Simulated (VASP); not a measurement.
Wanted: the native input for a VASP 6.6.1 run.

```
Task                   : single point
Functional             : PBE
Potentials or basis    : VASP PAW PBE potentials, release 64 (Pb_d, Te)
Cutoff                 : 520 eV
k mesh                 : 7 × 7 × 7
Occupations            : gaussian, width 0.029 eV
Spin                   : no spin polarisation
Further INCAR settings : ALGO = Fast; EDIFF = 1e-06
```

The structure of TePb lies in POSCAR:

```
TePb
1.0
    0.0000000000      3.2310000000      3.2310000000
    3.2310000000      0.0000000000      3.2310000000
    3.2310000000      3.2310000000      0.0000000000
Pb Te
1 1
Direct
    0.0000000000      0.0000000000      0.0000000000
    0.5000000000      0.5000000000      0.5000000000
```

These files were run (other wordings do the same):

INCAR

```
SYSTEM = TePb
PREC = Accurate ; ENCUT = 520
EDIFF = 1E-6 ; ISMEAR = 0
SIGMA = 0.028999999999999998 ; LREAL = .FALSE.
LASPH = .TRUE. ; NELM = 60
ALGO = Fast ; ISIF = 2
LWAVE = .FALSE. ; LCHARG = .TRUE.
GGA = PE ; LELF = .TRUE.
LVHAR = .TRUE.
```

KPOINTS

```
regular mesh
0
G
  7 7 7
  0 0 0
```

Potentials or basis: VASP PAW PBE potentials, release 64 (Pb_d, Te).

Launch:

```bash
$ cat potpaw_PBE.64/Pb_d/POTCAR potpaw_PBE.64/Te/POTCAR > POTCAR
$ mpirun -np 1 vasp_std > vasp.out
```

It gave:

The pressure is 2.1 GPa.

It took 22 s on 1 thread of Intel(R) Xeon(R) Platinum 8259CL CPU @ 2.50GHz (Skylake/Cascade Lake) (shared host), peak memory 0.21 GiB.
